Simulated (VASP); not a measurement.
RbBr: relaxation of cell and atoms with PBE

RbBr:

```
Rb Br
1.0
     0.00000    3.42700    3.42700
     3.42700    0.00000    3.42700
     3.42700    3.42700    0.00000
Rb Br
1 1
Direct
  0.00000 0.00000 0.00000
  0.50000 0.50000 0.50000
```

```
Program                : VASP 6.6.1
Task                   : relaxation of cell and atoms
Functional             : PBE
Potentials or basis    : VASP PAW PBE potentials, release 64 (Rb_sv, Br)
Cutoff                 : 600 eV
k mesh                 : 8 × 8 × 8
Occupations            : gaussian, width 0.03 eV
Spin                   : no spin polarisation
Further INCAR settings : ALGO = Normal; EDIFF = 1e-06; IBRION = 2; EDIFFG = -0.01; NSW = 90; ISIF = 3
```

```
Relaxed volume                         : 43.39 Å³/atom
Relaxed cell                           : a = 4.969 Å, b = 4.969 Å, c = 4.969 Å, α = 60.00°, β = 60.00°, γ = 60.00°
Space group after relaxing (to 0.05 Å) : Fm-3m (No. 225)
Energy gained by relaxing              : 9.1 meV/atom
Ionic steps                            : 4
Pressure after relaxing                : 0.0 GPa
Band gap on the k mesh                 : 4.18 eV, direct
```

The path:
| step | energy change (eV) | largest force (eV/Å) | pressure (GPa) | volume (Å³) |
| --- | --- | --- | --- | --- |
| 1 | 0.0000 | 0.0000 | 1.03 | 80.50 |
| 2 | -0.0140 | 0.0000 | 0.47 | 83.54 |
| 3 | -0.0150 | 0.0000 | -0.35 | 89.38 |
| 4 | -0.0182 | 0.0000 | -0.03 | 86.77 |

Final structure:
```
Rb Br
1.0
     0.00000    3.51385    3.51385
     3.51385    0.00000    3.51385
     3.51385    3.51385    0.00000
Rb Br
1 1
Direct
  0.00000 0.00000 0.00000
  0.50000 0.50000 0.50000
```

Levels at points of the mesh, in eV from the valence-band top:
```
           k point  band 4  band 5  band 6  band 7  band 8  band 9  band 10  band 11  band 12
(0.00, 0.00, 0.00)   -8.65   -8.65    0.00    0.00    0.00    4.18     7.25     7.25     7.25
(0.50, 0.00, 0.00)   -8.66   -8.62   -0.87   -0.29   -0.29    6.62     7.45     9.26     9.26
(0.50, 0.50, 0.00)   -8.70   -8.70   -0.45   -0.15   -0.15    5.67     6.85     8.82     9.05
```

Wall time 48 s on 1 thread of Intel(R) Xeon(R) 6975P-C (Granite Rapids), on a shared host, peak memory 0.27 GiB.

A k mesh can miss the band edges. Zero-point motion and thermal expansion aren't in these numbers.
